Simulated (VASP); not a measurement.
The system is TiO.

```
Ti O
1.0
     3.00943    0.00000    0.00000
    -1.50472    2.60625    0.00000
     0.00000    0.00000    2.93706
Ti O
1 1
Cartesian
  0.0000 0.0000 0.0000
  1.5047 0.8687 1.4685
```

The cell comes from a database or a generator and needn't be the stable form of this composition.

Base run:

* Program: VASP 6.6.1
* Functional: PBEsol
* Potentials or basis: VASP PAW PBE potentials, release 64 (Ti_sv, O)
* Cutoff: 520 eV
* k mesh: 7 × 7 × 6
* Occupations: gaussian, width 0.05 eV
* Spin: collinear spin, ferromagnetic start
* Starting moments: [1.0, 0.0] μB

Its results: band gap on the k mesh none (metal or under the smearing width); pressure -32.8 GPa; net moment 0.00 μB per cell.

Task: The run is repeated on the same cell with these changes: hubbard terms from none to Ti d U = 4 eV. What comes out?

Result: Band gap on the k mesh none (metal or under the smearing width); pressure -25.4 GPa; net moment 0.00 μB per cell.

Caveats: the PAW data sets were made with another functional, which shifts forces and pressure a little; a pressure of tens of GPa on the cell as given is suspect, and the run, the potentials or the cell itself is likely at fault (some runs); semilocal functionals often make such compounds metallic where correlation or magnetic order opens a gap, which also shifts bond lengths (some runs).
